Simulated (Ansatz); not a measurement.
Geometry optimisation in Ansatz: input, command and trajectory.

```yaml
crystal:
  lattice:
    - [1.4447889253, -6.2710755054, 0.0]
    - [1.4447889253, 6.2710755054, 0.0]
    - [0.0, 0.0, 2.708041391]
  atoms:
    - { symbol: Ti, position: [0.8842408418, 0.1157591582, 0.75] }
    - { symbol: Ti, position: [0.1157591582, 0.8842408418, 0.25] }
    - { symbol: C, position: [0.5312995735, 0.4687004265, 0.75] }
    - { symbol: C, position: [0.4687004265, 0.5312995735, 0.25] }
    - { symbol: C, position: [0.2506683259, 0.7493316741, 0.75] }
    - { symbol: C, position: [0.7493316741, 0.2506683259, 0.25] }
basis:
  ecutwfc: 420
kpoints:
  mp_grid: { grid: [12, 12, 14] }
hamiltonian:
  xc: pbe
scf:
  occupations: { method: gaussian, width: 0.1 }
output:
  forces: true
  stress: true
  eigenvalues: true
relax:
  adjacent_minimum: "off"
  f_tol: 0.01
  max_steps: 60
  cell: { stress_tol: 0.1 }
```

```bash
ansatz run input.yaml --threads 1 --pin off --max-ram 2560MiB --backend cpu --events-out ev --progress --plain --runs-dir out
```

All numbers below come from Ansatz 0.2.0, DFT PBE, scalar-relativistic, plane waves, PAW.

Of 4 frames 3 are shown, positions in Å and forces in eV/Å; the SCF threshold varies from step to step. Steps run on the plane waves of an earlier cell, with a Pulay correction in the pressure. The basis is chosen afresh for the last frame, the zero of the energies, and at times for earlier ones too; energy and pressure step there, also at an unchanged geometry.

```xyz
6
Lattice="1.4448 -6.2711 0.0000 1.4448 6.2711 0.0000 0.0000 0.0000 2.7080" Properties=species:S:1:pos:R:3:forces:R:3 pbc="T T T" step=1 free_energy_over_end_meV_per_atom=0.34 pressure_GPa=0.17
Ti    1.4448   -4.8192    2.0310    0.0000    0.0408    0.0000
Ti    1.4448    4.8192    0.6770    0.0000   -0.0408    0.0000
C     1.4448   -0.3926    2.0310    0.0000   -0.0529    0.0000
C     1.4448    0.3926    0.6770    0.0000    0.0529    0.0000
C     1.4448    3.1272    2.0310    0.0000   -0.0308    0.0000
C     1.4448   -3.1272    0.6770    0.0000    0.0308    0.0000
6
Lattice="1.4424 -6.2966 0.0000 1.4424 6.2966 0.0000 0.0000 0.0000 2.7026" Properties=species:S:1:pos:R:3:forces:R:3 pbc="T T T" step=2 free_energy_over_end_meV_per_atom=0.04 pressure_GPa=0.02
Ti    1.4424   -4.8357    2.0270    0.0000    0.0143    0.0000
Ti    1.4424    4.8357    0.6757    0.0000   -0.0143    0.0000
C     1.4424   -0.3942    2.0270    0.0000   -0.0075    0.0000
C     1.4424    0.3942    0.6757    0.0000    0.0075    0.0000
C     1.4424    3.1391    2.0270    0.0000   -0.0100    0.0000
C     1.4424   -3.1391    0.6757    0.0000    0.0100    0.0000
6
Lattice="1.4423 -6.2997 0.0000 1.4423 6.2997 0.0000 0.0000 0.0000 2.7017" Properties=species:S:1:pos:R:3:forces:R:3 pbc="T T T" step=4 free_energy_over_end_meV_per_atom=0.00 pressure_GPa=0.02
Ti    1.4423   -4.8374    2.0263    0.0000    0.0031    0.0000
Ti    1.4423    4.8374    0.6754    0.0000   -0.0031    0.0000
C     1.4423   -0.3945    2.0263    0.0000    0.0014    0.0000
C     1.4423    0.3945    0.6754    0.0000   -0.0014    0.0000
C     1.4423    3.1402    2.0263    0.0000   -0.0003    0.0000
C     1.4423   -3.1402    0.6754    0.0000    0.0003    0.0000
```

Time: 83 s on 1 thread of Arm Neoverse V2, with other jobs on the host, peak memory 0.61 GiB.